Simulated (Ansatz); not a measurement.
## How the conductance of W/GaN/HfC changes with thickness

How fast does the current through W/GaN/HfC fall with each added layer? The lower electrode is W bcc(001), the upper one HfC rock salt(001); the barrier is GaN zinc blende(001) (Ga and Ga faces). In the first transport cell, after relaxation, the nearest pair of electrode and barrier is W–Ga at 2.84 Å, at a slant, at the lower face and C–Ga at 2.35 Å, at a slant, at the upper one. All share a net of side 3.17 Å, which strains the lower electrode by +0.0 %, the upper one by -3.6 % and the barrier by -1.5 %, against typed lattice constants near PBE's. The first steps treat the bulk electrodes alone.

Main program and level: Ansatz 0.2.0; PBE DFT, plane waves, PAW files, in the first sound run; inputs show where later runs differ.

## Step 1: Set-up

It takes space group Im-3m (No. 229, cubic). Conventional cell: a = 3.170 Å, b = 3.170 Å, c = 3.170 Å, α = 90.00°, β = 90.00°, γ = 90.00°. Nearest to W lie 8 W at 2.75 Å.

## Step 2: The strained electrode, 2 atoms, electrode W bcc(001)

The electrode is held to the junction's net and relaxed along the normal; its spacing is used for the ideal lead layers.

input.yaml reads:

```yaml
crystal:
  lattice:
    - [3.17, 0.0, 0.0]
    - [0.0, 3.17, 0.0]
    - [0.0, 0.0, 3.17]
  atoms:
    - { symbol: W, position: [0.0, 0.0, 0.0] }
    - { symbol: W, position: [0.5, 0.5, 0.5] }
kpoints:
  mp_grid: { grid: [10, 10, 10] }
scf:
  occupations: { method: fermi_dirac, width: 0.1 }
  max_iter: 150
hamiltonian:
  xc: pbe
relax:
  f_tol: 0.01
  max_steps: 40
  cell: { fix: [a, b, angles] }
```

Started as:

```console
$ ansatz run input.yaml --threads 4 --pin off --max-ram 10240MiB --backend cpu --events-out ev --progress --plain --runs-dir out
```

Numbers of over 12 decimals in the logs are rounded to 6 here.

Output:

```text
Warning: crystal.symmetry: narrowed to the stabiliser of the fixed cell quantities (relax.cell.fix) — unitary ops 96 → 32. The narrowing is safe, since a smaller group never makes results wrong: the run goes on under it, on as many k-points as the starting group would need, or more. Excluded: 64 operations that would move a fixed cell quantity at a test strain (relax.cell.fix fixes a, b, alpha, beta, gamma). The cell can leave their symmetry as it relaxes.
Engine: ansatz 0.2.0, aarch64-unknown-linux-gnu
Pseudopotentials: kind: paw
Pseudopotential: W, paw, valence charge 14, recommended cutoff 420 eV (normal), W.paw.azcp
Functional definition: PBE
  parameter kappa = 0.804
  parameter beta = 0.066725
  exchange = pbe_x(kappa = kappa, mu = beta*pi^2/3)
  correlation = pbe_c(beta = beta)
Crystal: 2 atoms, lattice volume = 31.855 Å³
Basis set: ecut = 420 eV, 619 PW (Γ), exchange–correlation on 48×48×48 points (8 copies of the dense FFT grid, shifted against one another)
Bands: 18, of which v1, the nominal top of the filled ones, is band 14 counted from 1 (13 counted from 0)
Symmetry: 32 space group operations
k-points: 126 of 1000
Non-local potential: W, projectors of the file, l = 0: 3, l = 1: 2, l = 2: 2, l = 3: 1
PAW form: soft (Blöchl's): semilocal exchange-correlation on the pseudo side does not see the compensation charge
PAW one-centre angular grid: W, 590 points (default); XC on 64 Gauss nodes
Initial density: superposition of atomic densities (neutral atoms: chi_scale 0, normalization atom), corrected by the library's trained network
Initial wavefunctions: pseudopotential atomic-orbital guess
Functional: x = pbe(κ = 0.804, μ = 0.219515), c = pbe(β = 0.066725)
SCF iter   1: F=—  HF=-20769.658189 eV  |F-HF|=—  |Δ(HF+E_count)|=         —  Δρ=1.65e-3  dr2=3.03e-4  ethr=1.77e-3  ⟨swp⟩=5.0  Hψ=9307  notcnv=0
preconditioner: auto → none  [metal: Δε(μ)=0.165 eV  Ē_g=5.609 eV  σ=0.100 eV  W_gap=0.38  n_scr=6 (ndim 8)  ℏωp=22.8 eV  f_vac=0.000  D(μ)=0.81/eV (n_scr^D=6)  sad-step TF]
SCF iter   2: F=—  HF=-20769.659035 eV  |F-HF|=—  |Δ(HF+E_count)|=   8.46e-4  Δρ=1.01e-3  dr2=1.26e-4  ethr=1.08e-6  ⟨swp⟩=2.4  Hψ=5081  notcnv=0
SCF iter   3: F=—  HF=-20769.659093 eV  |F-HF|=—  |Δ(HF+E_count)|=   5.81e-5  Δρ=2.69e-4  dr2=1.21e-5  ethr=4.48e-7  ⟨swp⟩=2.0  Hψ=3899  notcnv=0
SCF iter   4: F=—  HF=-20769.659083 eV  |F-HF|=—  |Δ(HF+E_count)|=   1.02e-5  Δρ=1.07e-4  dr2=1.50e-6  ethr=4.31e-8  ⟨swp⟩=3.0  Hψ=4141  notcnv=0
iter 5 did not close the SCF: its close was put off for the readings that it lacked (scf_convergence_deferred on its scf_iter line)
SCF iter   5: F=-20769.659082 eV  HF=-20769.659082 eV  |F-HF|=1.30e-9  |Δ(HF+E_count)|=   4.22e-7  Δρ=5.40e-6  dr2=4.92e-9  ethr=5.37e-9  ⟨swp⟩=2.1  Hψ=3786  notcnv=0
SCF iter   6: F=-20769.659082 eV  HF=-20769.659082 eV  |F-HF|=2.55e-10  |Δ(HF+E_count)|=  1.56e-10  Δρ=1.63e-6  dr2=3.26e-10  ethr=1.76e-11  ⟨swp⟩=1.7  Hψ=6970  notcnv=0
SCF 1 converged in 6 iterations: F = -20769.659082 eV  dr2 = 3.26e-10
  greatest PAW one-centre occupation: 1.000 electrons in one spin orbital (limit 2), on the W atom at site 1 (counted from 0), in its partial waves of l = 0
relax step   1: F+E_penalty+E_count = -20769.65908245 eV  Δ(F+E_penalty+E_count) = +0.000e0 eV  max|allowed force component| = 8.875e-30 eV/Å  Δτ_max = 0.0000 Å  P = +4.091 GPa  Ω = 31.855 Å³  fix = [a, b, alpha, beta, gamma]  reactions: a +4.091, b +4.091 GPa  (6 SCF iters, dr2 threshold 1.00e-7 eV, accepted)
Crystal: 2 atoms, lattice volume = 32.844 Å³
Basis set: ecut = 420 eV, 643 PW (Γ), exchange–correlation on 48×48×48 points (8 copies of the dense FFT grid, shifted against one another)
Initial density: handed on by an earlier stage of this run
Initial wavefunctions: those handed on with the density
iter 1 solved again at ethr=4.33e-6 eV; its pass at ethr=3.10e-3 eV (dr2=1.21e-3 eV) is discarded
SCF iter   1: F=—  HF=-20769.634556 eV  |F-HF|=—  |Δ(HF+E_count)|=         —  Δρ=3.27e-3  dr2=1.28e-3  ethr=4.33e-6  ⟨swp⟩=2.6  Hψ=14407  notcnv=0
preconditioner: auto → none  [metal: Δε(μ)=0.021 eV  Ē_g=5.422 eV  σ=0.100 eV  W_gap=0.05  n_scr=6 (ndim 8)  ℏωp=22.4 eV  f_vac=0.000  D(μ)=0.90/eV (n_scr^D=6)]
SCF iter   2: F=—  HF=-20769.634516 eV  |F-HF|=—  |Δ(HF+E_count)|=   3.99e-5  Δρ=1.55e-3  dr2=2.61e-4  ethr=4.33e-6  ⟨swp⟩=1.0  Hψ=2270  notcnv=0
SCF iter   3: F=—  HF=-20769.634553 eV  |F-HF|=—  |Δ(HF+E_count)|=   3.77e-5  Δρ=1.40e-4  dr2=2.20e-6  ethr=9.33e-7  ⟨swp⟩=1.0  Hψ=2270  notcnv=0
SCF iter   4: F=—  HF=-20769.634553 eV  |F-HF|=—  |Δ(HF+E_count)|=   5.63e-7  Δρ=1.26e-5  dr2=3.06e-8  ethr=7.87e-9  ⟨swp⟩=2.7  Hψ=3701  notcnv=0
iter 5 did not close the SCF: its close was put off for the readings that it lacked (scf_convergence_deferred on its scf_iter line)
SCF iter   5: F=-20769.634553 eV  HF=-20769.634553 eV  |F-HF|=7.02e-10  |Δ(HF+E_count)|=   8.73e-9  Δρ=4.30e-6  dr2=1.39e-9  ethr=1.09e-10  ⟨swp⟩=2.0  Hψ=3825  notcnv=0
SCF iter   6: F=-20769.634553 eV  HF=-20769.634553 eV  |F-HF|=1.82e-11  |Δ(HF+E_count)|=  7.46e-10  Δρ=5.54e-7  dr2=2.42e-11  ethr=4.98e-12  ⟨swp⟩=1.1  Hψ=5207  notcnv=0
SCF 2 converged in 6 iterations: F = -20769.634553 eV  dr2 = 2.42e-11
relax step   2: F+E_penalty+E_count = -20769.63455280 eV  Δ(F+E_penalty+E_count) = +2.453e-2 eV  max|allowed force component| = 1.578e-30 eV/Å  Δτ_max = 0.0000 Å  P = -4.963 GPa  Ω = 32.844 Å³  energy of the carried Pulay correction = -4.625e-4 eV  fix = [a, b, alpha, beta, gamma]  (6 SCF iters, dr2 threshold 2.00e-7 eV, rejected (line search))
Crystal: 2 atoms, lattice volume = 32.119 Å³
iter 1 solved again at ethr=2.24e-6 eV; its pass at ethr=3.10e-3 eV (dr2=6.28e-4 eV) is discarded
SCF iter   1: F=—  HF=-20769.661980 eV  |F-HF|=—  |Δ(HF+E_count)|=         —  Δρ=2.39e-3  dr2=6.54e-4  ethr=2.24e-6  ⟨swp⟩=2.5  Hψ=14236  notcnv=0
preconditioner: auto → none  [metal: Δε(μ)=0.132 eV  Ē_g=5.560 eV  σ=0.100 eV  W_gap=0.31  n_scr=6 (ndim 8)  ℏωp=22.7 eV  f_vac=0.000  D(μ)=0.81/eV (n_scr^D=6)]
SCF iter   2: F=—  HF=-20769.661961 eV  |F-HF|=—  |Δ(HF+E_count)|=   1.88e-5  Δρ=1.14e-3  dr2=1.35e-4  ethr=2.24e-6  ⟨swp⟩=1.0  Hψ=2270  notcnv=0
SCF iter   3: F=—  HF=-20769.661980 eV  |F-HF|=—  |Δ(HF+E_count)|=   1.92e-5  Δρ=9.92e-5  dr2=1.05e-6  ethr=4.80e-7  ⟨swp⟩=1.0  Hψ=2270  notcnv=0
SCF iter   4: F=—  HF=-20769.661979 eV  |F-HF|=—  |Δ(HF+E_count)|=   1.59e-6  Δρ=9.46e-6  dr2=1.46e-8  ethr=3.74e-9  ⟨swp⟩=2.6  Hψ=3736  notcnv=0
SCF iter   5: F=—  HF=-20769.661979 eV  |F-HF|=—  |Δ(HF+E_count)|=   3.00e-9  Δρ=3.26e-6  dr2=7.42e-10  ethr=5.21e-11  ⟨swp⟩=2.0  Hψ=3839  notcnv=0
SCF iter   6: F=-20769.661979 eV  HF=-20769.661979 eV  |F-HF|=7.28e-12  |Δ(HF+E_count)|=  4.40e-10  Δρ=3.38e-7  dr2=8.27e-12  ethr=1.00e-12  ⟨swp⟩=5.0  Hψ=10901  notcnv=0
SCF 3 converged in 6 iterations: F = -20769.661979 eV  dr2 = 8.27e-12
relax step   3: F+E_penalty+E_count = -20769.66197866 eV  Δ(F+E_penalty+E_count) = -2.896e-3 eV  max|allowed force component| = 1.972e-31 eV/Å  Δτ_max = 0.0000 Å  P = +1.497 GPa  Ω = 32.119 Å³  energy of the carried Pulay correction = -1.248e-4 eV  fix = [a, b, alpha, beta, gamma]  reactions: a +2.435, b +2.435 GPa  (6 SCF iters, accepted)
[...]
relax step   4: F+E_penalty+E_count = -20769.66201674 eV  Δ(F+E_penalty+E_count) = -3.808e-5 eV  max|allowed force component| = 3.796e-30 eV/Å  Δτ_max = 0.0000 Å  P = +1.718 GPa  Ω = 32.096 Å³  energy of the carried Pulay correction = -1.140e-4 eV  fix = [a, b, alpha, beta, gamma]  reactions: a +2.577, b +2.577 GPa  (6 SCF iters, dr2 threshold 2.00e-7 eV, accepted)
Initial wavefunctions: pseudopotential atomic-orbital guess (no wavefunctions were taken with the density)
iter 1 solved again at ethr=1.40e-8 eV; its pass at ethr=3.10e-3 eV (dr2=3.92e-6 eV) is discarded
SCF iter   1: F=—  HF=-20769.662138 eV  |F-HF|=—  |Δ(HF+E_count)|=         —  Δρ=2.64e-5  dr2=3.15e-8  ethr=1.40e-8  ⟨swp⟩=3.8  Hψ=16789  notcnv=0
SCF iter   2: F=—  HF=-20769.662135 eV  |F-HF|=—  |Δ(HF+E_count)|=   3.38e-6  Δρ=1.30e-5  dr2=6.95e-9  ethr=1.12e-10  ⟨swp⟩=2.9  Hψ=4211  notcnv=0
SCF iter   3: F=—  HF=-20769.662135 eV  |F-HF|=—  |Δ(HF+E_count)|=   4.70e-9  Δρ=8.39e-7  dr2=7.43e-11  ethr=2.48e-11  ⟨swp⟩=2.9  Hψ=4159  notcnv=0
iter 4 did not close the SCF: its close was put off for the readings that it lacked (scf_convergence_deferred on its scf_iter line)
SCF iter   4: F=-20769.662135 eV  HF=-20769.662135 eV  |F-HF|=3.64e-12  |Δ(HF+E_count)|=  3.64e-11  Δρ=1.92e-7  dr2=3.08e-12  ethr=1.00e-12  ⟨swp⟩=1.5  Hψ=2777  notcnv=0
iter 5 did not close the SCF: its close was put off for the readings that it lacked (scf_convergence_deferred on its scf_iter line)
SCF iter   5: F=-20769.662135 eV  HF=-20769.662135 eV  |F-HF|=3.64e-12  |Δ(HF+E_count)|=  3.64e-12  Δρ=2.84e-8  dr2=9.25e-14  ethr=1.00e-12  ⟨swp⟩=1.0  Hψ=2268  notcnv=0
iter 6 did not close the SCF: its close was put off for the readings that it lacked (scf_convergence_deferred on its scf_iter line)
SCF iter   6: F=-20769.662135 eV  HF=-20769.662135 eV  |F-HF|=7.28e-12  |Δ(HF+E_count)|=  3.64e-12  Δρ=3.89e-9  dr2=1.45e-15  ethr=1.00e-12  ⟨swp⟩=1.0  Hψ=2268  notcnv=0
iter 7 did not close the SCF: its close was put off for the readings that it lacked (scf_convergence_deferred on its scf_iter line)
SCF iter   7: F=-20769.662135 eV  HF=-20769.662135 eV  |F-HF|=1.09e-11  |Δ(HF+E_count)|=  1.09e-11  Δρ=5.91e-10  dr2=1.16e-16  ethr=1.00e-12  ⟨swp⟩=1.0  Hψ=2268  notcnv=0
SCF iter   8: F=-20769.662135 eV  HF=-20769.662135 eV  |F-HF|=3.64e-12  |Δ(HF+E_count)|=  1.82e-11  Δρ=8.17e-11  dr2=1.59e-18  ethr=1.00e-12  ⟨swp⟩=2.2  Hψ=5729  notcnv=0
SCF 5 converged in 8 iterations: F = -20769.662135 eV  dr2 = 1.59e-18
relax step   5: F+E_penalty+E_count = -20769.66213493 eV  Δ(F+E_penalty+E_count) = -1.182e-4 eV  max|allowed force component| = 1.578e-30 eV/Å  Δτ_max = 0.0000 Å  P = +1.717 GPa  Ω = 32.096 Å³  fix = [a, b, alpha, beta, gamma]  reactions: a +2.576, b +2.576 GPa  stress off target by 3.58e-4 GPa on what of the cell is left free  SCF on the basis re-selected at this cell (its energy is not comparable with the rows above)  (8 SCF iters)
basis re-selected at this cell: Δ(F+E_penalty+E_count) = -1.182e-4 eV, ΔP = -0.001 GPa vs the last step (what re-selecting the basis moved, of the pressure what is left beyond the Pulay correction that the steps carried, after the strain that the cell walked since its last selection, with what the two solves' SCF thresholds leave and, on support functions, any second-order correction that the steps lacked; it is no m [...]
SCF converged after 8 iterations
Free energy (F): -20769.662135 eV
Harris-Foulkes:  -20769.662135 eV  (|F-HF|=3.64e-12)
Internal energy: -20769.634300 eV  (E = F + TS)
E sigma→0 (E₀):  -20769.648217 eV
Entropy (-TS):   -0.027835 eV (-13.917 meV/atom)
Fermi energy:    22.295164 eV
--- Per-component energies (eV) ---
  E_band       = -171.309411
  E_kinetic    = 899.528471
  E_local      = -1214.069933  (includes V_loc(G=0)·N_el)
  E_nonlocal   = 0.543098
  E_hartree    = 434.996127
  E_xc         = -533.852014
  E_vxc        = -477.538395  (∫ρ·V_xc dr)
  E_paw        = -17124.812304  (= ΣΔE_a)
  E_vpaw       = -249.764784  (= ΣTr[D̂ρ^β])
  E_aug_tail   = -0.000123  (compensation charges beyond the density's cutoff)
  E_ewald      = -3231.967623
  E_smearing   = -0.027835  (= −TS)
  E_closure    = 0.000000  (closes the sum)
  Σ components = -20769.662135   (vs F -20769.662135, Δ=0.00e0)
--- Forces (eV/Å), atoms counted from 1 ---
  atom   1  W      0.00000000     0.00000000     0.00000000
  atom   2  W      0.00000000     0.00000000    -0.00000000
  max |Σ_I F_I| component: 1.38e-29 eV/Å
--- Stress (GPa, compression-positive) ---
        2.575542       0.000000       0.000000
        0.000000       2.575542       0.000000
        0.000000       0.000000      -0.000358
  P = ⅓ Tr σ = 1.7169 GPa (17.169 kbar)
--- Relaxed structure (4 steps of the walk, 3 accepted, 1 SCFs on fresh bases) ---
  F+E_penalty+E_count = -20769.66213493 eV   max|allowed force component| = 1.578e-30 eV/Å   (the final SCF, on the basis selected at the relaxed cell)
  cell:  # Å, volume = 32.0960 Å³
    - [3.17, 0, 0.0]
    - [0, 3.17, 0.0]
    - [0.0, 0.0, 3.193983]
  atoms:
    - { symbol: W, position: [0.0, 0.0, 0.0] }
    - { symbol: W, position: [0.5, 0.5, 0.500000] }
```

Run time: 4.1 s. Hardware: 4 threads of Arm Neoverse V2, shared host; peak memory 0.36 GiB; 14 s of CPU time.

Relaxation path:

```csv
step,energy less that of the first step (eV),largest force component (eV/Å),pressure (GPa),volume (Å³)
1,0.0000,0.0000,4.09,31.86
2,0.0245,0.0000,-4.96,32.84
3,-0.0029,0.0000,1.50,32.12
4,-0.0029,0.0000,1.72,32.10
5*,-0.0031,0.0000,1.72,32.10
```

Relaxation steps marked * repeat the geometry before them on a plane-wave basis chosen anew for their cell, so energy and pressure can jump there. Relaxation step 2 was tried and not accepted.

```csv
cell as run,before,after,change
a (Å),3.170,3.170,+0.0 %
b (Å),3.170,3.170,+0.0 %
c (Å),3.170,3.194,+0.8 %
volume (Å³/atom),15.93,16.05,+0.8 %
```

The relaxed structure:

```cif
data_structure
_symmetry_space_group_name_H-M 'P 1'
_symmetry_Int_Tables_number 1
_cell_length_a 3.1700
_cell_length_b 3.1700
_cell_length_c 3.1940
_cell_angle_alpha 90.000
_cell_angle_beta 90.000
_cell_angle_gamma 90.000
_cell_volume 32.10
loop_
_atom_site_label
_atom_site_type_symbol
_atom_site_fract_x
_atom_site_fract_y
_atom_site_fract_z
_atom_site_occupancy
W1 W 0.00000 0.00000 0.00000 1
W2 W 0.50000 0.50000 0.50000 1
```

Numbers from this step:

- free energy: -20769.6621 eV
- Fermi energy: 22.30 eV
- pressure: 1.717 GPa

The cell grew by 0.8 % in volume.

[end of part 1 of 5]

[Logs are printed without paths, hosts, clocks, repeated set-up lines and the standing remarks that a program may print on its own settings, such as how far it seeks lower states.]

[Hosts, paths, dates, database ids (printed as entryN), source tags and the programs' standing remarks are cut or masked in the printed files.]
